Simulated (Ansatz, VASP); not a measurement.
# Cross-check of Zn36HO36 (bond-centred H+ along c in ZnO) between VASP and Ansatz

One calculation is typed for both programs; each brings its own data sets. How far apart do they land? The cell is taken from a series of runs on this material, whose earlier steps may have relaxed, scaled, displaced or heated it; both programs get it as it stands.

Program: Ansatz 0.2.0. Level of theory: plane waves, with VASP 6.6.1 beside it; HSE06. Results are calculated unless marked as measured.

### Step 1. Starting point

The cell holds 73 atoms: 36 Zn, 36 O and 1 H. Its edges and angles: a = 9.839 Å, b = 9.839 Å, c = 10.587 Å, α = 90.0°, β = 90.0°, γ = 120.0°. It derives from ZnO (ZnO (P6_3mc)). Nearest the centre at fractional (0.444, 0.556, 0.368): H73 at 0.22 Å, O54 at 1.03 Å, Zn17 at 2.11 Å, Zn20 at 2.52 Å, Zn8 at 2.52 Å, Zn24 at 2.52 Å, O41 at 2.74 Å, O53 at 2.74 Å. The cell carries charge +1.

### Step 2. VASP: single point, HSE06

A single point takes one fixed geometry, so differences don't come from the geometry; what else differs is listed under the comparison.

Lines of VASP's logs that name or quote its potential files are left out, and so is its time.

The run reads the wave functions of an earlier VASP run, which isn't shown here.

INCAR reads:

```
SYSTEM = Zn36HO36
PREC = Accurate
ENCUT = 520
EDIFF = 1E-06
NELM = 100
ISMEAR = -1
SIGMA = 0.01
LREAL = Auto
ALGO = Normal
LHFCALC = .TRUE.
AEXX = 0.25
GGA = PE
HFSCREEN = 0.208
LASPH = .TRUE.
NELECT = 648
NBANDS = 375
PRECFOCK = Fast
LORBIT = 11
LWAVE = .FALSE.
LCHARG = .FALSE.
ISIF = 2
```

POSCAR reads:

```
Zn36HO36
1.0
    9.8385599212      0.0000000000      0.0000000000
   -4.9192799606      8.5204428284      0.0000000000
    0.0000000000      0.0000000000     10.5865020882
Zn O H
36 36 1
Direct
    0.1114790465      0.2223181180      0.2501246226
    0.2215626002      0.1097404855      0.0010427948
    0.1091315738      0.2181348719      0.7498699698
    0.2219459968      0.1105218093      0.4994502963
    0.1114784845      0.5561421246      0.2501264210
    0.2084286911      0.4377041679      0.9906282340
    0.1091329348      0.5579744017      0.7498686810
    0.2072529352      0.4371132113      0.5108466055
    0.1112529124      0.8891171370      0.2496284661
    0.2215640370      0.7787999464      0.0010399517
    0.1112490429      0.8891139617      0.7500613751
    0.2219447857      0.7784005793      0.4994486351
    0.4442250892      0.2223116116      0.2501185871
    0.5563685712      0.1116740330      0.0016258229
    0.4423838921      0.2181393560      0.7498555381
    0.5561285855      0.1115501137      0.4987798979
    0.4446157176      0.5558060367      0.1695281190
    0.5626681862      0.4376955518      0.9906155002
    0.4445754661      0.5557760575      0.7560174718
    0.5632107017      0.4371314171      0.5108129117
    0.4442245565      0.8888953363      0.2501181327
    0.5626721436      0.7919590159      0.9906102181
    0.4423844540      0.8912188171      0.7498481785
    0.5632051909      0.7930410021      0.5108002048
    0.7779141680      0.2224461159      0.2499670006
    0.8886911244      0.1116766633      0.0016331224
    0.7779128800      0.2224454639      0.7499942131
    0.8887887302      0.1115472294      0.4987863322
    0.7780605346      0.5561443670      0.2501246566
    0.8886896252      0.4439926650      0.0016364410
    0.7822126354      0.5579730533      0.7498501043
    0.8887900332      0.4442163128      0.4987891414
    0.7780622628      0.8888985349      0.2501223085
    0.8906135426      0.7787964135      0.0010323624
    0.7822109027      0.8912165135      0.7498443780
    0.8898348702      0.7784050519      0.4994461781
    0.2226808031      0.1119762287      0.1900882796
    0.1120459229      0.2239096118      0.4398347397
    0.2220383179      0.1107008430      0.6882551953
    0.1091074931      0.2184482790      0.9383316586
    0.2190404885      0.4430118822      0.1837781560
    0.1120462322      0.5551114117      0.4398362435
    0.2223042218      0.4446406778      0.6972525040
    0.1091058863      0.5576371281      0.9383308208
    0.2226803265      0.7776849740      0.1900873996
    0.1112453899      0.8891116283      0.4386581955
    0.2220366754      0.7783148629      0.6882530330
    0.1112470290      0.8891123829      0.9392598520
    0.5554180257      0.1112002892      0.1904846690
    0.4452320368      0.2239124129      0.4398274974
    0.5562299927      0.1116041362      0.6878063095
    0.4427242411      0.2184435258      0.9383171930
    0.5573783009      0.4429957788      0.1837596544
    0.4445365845      0.5557467584      0.4658209831
    0.5557077515      0.4446450839      0.6972276154
    0.4445911563      0.5557873588      0.9531522526
    0.5573849991      0.7813777235      0.1837509884
    0.4452306097      0.8882916616      0.4398259542
    0.5557062585      0.7780358499      0.6972174441
    0.4427247284      0.8912618465      0.9383097749
    0.8891728021      0.1112058339      0.1904911210
    0.7779048408      0.2224396840      0.4390316262
    0.8887547810      0.1116048753      0.6878105856
    0.7779170784      0.2224485584      0.9397458769
    0.8891705867      0.4449465092      0.1904942729
    0.7764331731      0.5551160970      0.4398327571
    0.8887540168      0.4441277514      0.6878127127
    0.7819198586      0.5576354843      0.9383134555
    0.8883925862      0.7776860106      0.1900840977
    0.7764328422      0.8882905443      0.4398293300
    0.8896614065      0.7783187254      0.6882489713
    0.7819223935      0.8912653230      0.9383073039
    0.4444436945      0.5556753111      0.3888635073
```

KPOINTS reads:

```
Automatic mesh
0
Gamma
1 1 1
0 0 0
```

The projector-augmented-wave data sets are Zn, O and H (PBE family, release 64).

Command:

```
export OMP_NUM_THREADS=4
mpirun -np 1 vasp_gam
```

Numbers of over 12 decimals in the logs are rounded to 6 here.

What it wrote:

```text
[banner, memory and clock lines left out]
running    1 mpi-ranks, on    1 nodes
[...]
Offloading initialized ...    1 GPUs detected
[...]
LDA part: xc-table for (Slater+PW92), standard interpolation
 found WAVECAR, reading the header
 POSCAR, INCAR and KPOINTS ok, starting setup
[...]
reading WAVECAR
 the WAVECAR file was read successfully
 initial charge from wavefunction
 entering main loop
       N       E                     dE             d eps       ncg     rms          rms(c)
DAV:   1    -0.412374261478E+03   -0.41237E+03   -0.25932E+01   940   0.451E+01    0.103E+01
DAV:   2    -0.412298658070E+03    0.75603E-01   -0.12500E+01   932   0.152E+01    0.344E+00
DAV:   3    -0.412341325311E+03   -0.42667E-01   -0.10556E+00  1060   0.457E+00    0.190E+00
DAV:   4    -0.412347145644E+03   -0.58203E-02   -0.16792E-01   804   0.109E+00    0.106E+00
[...]
DAV:  13    -0.412338464813E+03    0.20103E-05   -0.77093E-07   500   0.675E-03    0.105E-02
DAV:  14    -0.412338463613E+03    0.11997E-05   -0.12914E-06   492   0.397E-03    0.658E-03
DAV:  15    -0.412338462903E+03    0.71006E-06   -0.45316E-07   460   0.363E-03
   1 F= -.41233846E+03 E0= -.41233846E+03  d E =-.292476E-12
```

From OUTCAR (step 2):

```text
  FREE ENERGIE OF THE ION-ELECTRON SYSTEM (eV)
  ---------------------------------------------------
  free  energy   TOTEN  =      -412.3384629031 eV

  energy  without entropy=     -412.3384629031  energy(sigma->0) =     -412.33846290
```

The run ends at a pressure of -2.46 GPa, with forces up to 14 eV/Å.

(Continued in part 2 of 2.)

[Lines on the potential files, build, host, timing and source positions are cut from VASP's logs without a mark.]

[Logs are printed without paths, hosts, clocks, repeated set-up lines and the standing remarks that a program may print on its own settings, such as how far it seeks lower states.]

[Hosts, paths, dates, database ids (printed as entryN), source tags and the programs' standing remarks are cut or masked in the printed files.]
